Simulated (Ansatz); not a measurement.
System: α-phase Li3N. Method: rVV10 (Ansatz, an electronic-structure program, PAW).

Numerical settings: plane-wave cutoff 520 eV, 12×12×10 k mesh (along the axes of the cell as run), Fermi–Dirac smearing 0.01 eV, scalar-relativistic PAW data made under PBE.

Cell (relaxed at this level):

```xyz
4
Lattice="1.8145 -3.1428 0.0000 1.8145 3.1428 0.0000 0.0000 0.0000 3.8562" Properties=species:S:1:pos:R:3 pbc="T T T"
Li     1.8145     1.0476     0.0000
Li     1.8145    -1.0476     0.0000
Li     0.0000     0.0000     1.9281
N      0.0000     0.0000     0.0000
```

Q: Predict the bulk modulus B0, band gap, smallest direct gap on the k points sampled and pressure derivative B′ of the bulk modulus.

A: 
* **bulk modulus B0**: 53.4 GPa
* **band gap**: 1.11 eV (indirect)
* **smallest direct gap on the k points sampled**: 1.33 eV
* **pressure derivative B′ of the bulk modulus**: 3.8

Measured, for comparison: band gap 2.15 eV (4 K, zero-point motion not removed, indirect, optical absorption, E parallel c; as tabulated in Brendecke and Bludau (1979), doi:10.1063/1.326533). Computed (rounded) less measured: band gap -1.04 eV.

Note: the bulk modulus comes from volumes at which shape and atoms were relaxed.

Static lattice: no zero-point or thermal effects.
